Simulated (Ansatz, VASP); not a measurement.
# One calculation of Ta, two programs

File INCAR:

```
SYSTEM = Ta
PREC = Accurate
ENCUT = 520
EDIFF = 1E-6
ISMEAR = -1
SIGMA = 0.1
LREAL = .FALSE.
LASPH = .TRUE.
NELM = 80
ALGO = Normal
ISIF = 2
LWAVE = .FALSE.
LCHARG = .TRUE.
GGA = PE
LELF = .TRUE.
LVHAR = .TRUE.
NBANDS = 12
```

Contents of KPOINTS:

```
regular mesh
0
G
  13 13 13
  0 0 0
```

File POSCAR:

```
Ta
1.0
    2.6670509437      0.0000000000      0.0000000000
    0.0000000000      2.6670509437      0.0000000000
    0.0000000000      0.0000000000      2.6670509437
Ta
1
Direct
    0.0000000000      0.0000000000      0.0000000000
```

Input for Ansatz:

```yaml
crystal:
  lattice:
    - [2.6670509437, 0.0, 0.0]
    - [0.0, 2.6670509437, 0.0]
    - [0.0, 0.0, 2.6670509437]
  atoms:
    - { symbol: Ta, position: [0.0, 0.0, 0.0] }
hamiltonian:
  xc: pbe
  pseudopotentials:
    kind: paw
    azcp:
      Ta: "pseudopotentials/Ta.paw.azcp"
basis:
  ecutwfc: 420
  fft_grid_basis: typed
kpoints:
  mp_grid: { grid: [13, 13, 13], shift: [0, 0, 0] }
magnetization:
  spin_polarized: false
scf:
  occupations: { method: fermi_dirac, width: 0.1 }
  lower_state_search: "off"
output:
  stress: true
```

Alike in both runs: task single point; functional PBE; k mesh 13 × 13 × 13; occupations fermi-dirac, width 0.1 eV; no spin polarisation.

|  | VASP | Ansatz |
| --- | --- | --- |
| version | VASP 6.6.1 | Ansatz 0.2.0 |
| potentials or method | VASP PAW PBE potentials, release 64 (Ta_pv) | plane waves (420 eV) with PAW, scalar-relativistic |
| plane-wave cutoff (eV) | 520 | 420 |
| valence electrons in the cell | 11 | 13 |

```csv
,VASP,Ansatz,Ansatz less VASP
pressure (GPa),14.2,14.0,-0.24
```

The two sets of potentials don't hold the same shells in valence.

The runs have no spin-orbit coupling, so splittings on Ta are missing.
